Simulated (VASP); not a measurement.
Crystal: Ca.

```
Ca
1.0
     2.61500    0.00000    0.00000
     0.00000    2.61500    0.00000
     0.00000    0.00000    2.61500
Ca
1
Cartesian
  0.0000 0.0000 0.0000
```

This isn't the form of Ca at room conditions, which is fcc.

- Program: VASP 6.6.1
- Task: relaxation of cell and atoms
- Functional: PBE
- Potentials or basis: VASP PAW PBE potentials, release 64 (Ca_sv)
- Cutoff: 520 eV
- k mesh: 17 × 17 × 17
- Occupations: gaussian, width 0.1 eV
- Spin: no spin polarisation

At the start: pressure 43.2 GPa; volume 17.88 Å³/atom.

Question: How do energy, volume and symmetry change on relaxing?

Answer: Over 6 steps the energy falls by 1736.3 meV/atom and the volume is 42.59 Å³/atom (+138.2 %); space group Pm-3m (No. 221, to 0.05 Å).

The path:
```tsv
step	energy change (eV)	largest force (eV/Å)	pressure (GPa)	volume (Å³)
1	0.0000	0.0000	43.16	17.88
2	-1.6317	0.0000	4.29	33.47
3	-1.7134	0.0000	1.70	37.99
4	-1.7147	0.0000	-1.17	48.22
5	-1.7361	0.0000	-0.14	43.25
6	-1.7363	0.0000	0.04	42.59
```

Final structure:
```
Ca
1.0
     3.49226    0.00000    0.00000
     0.00000    3.49226    0.00000
     0.00000    0.00000    3.49226
Ca
1
Direct
  0.00000 0.00000 0.00000
```

Caveat: the volume moved by over 15 % at a fixed basis, so the end points are rough; the volume moved by +138 % from the deposited cell, more than functionals usually miss.
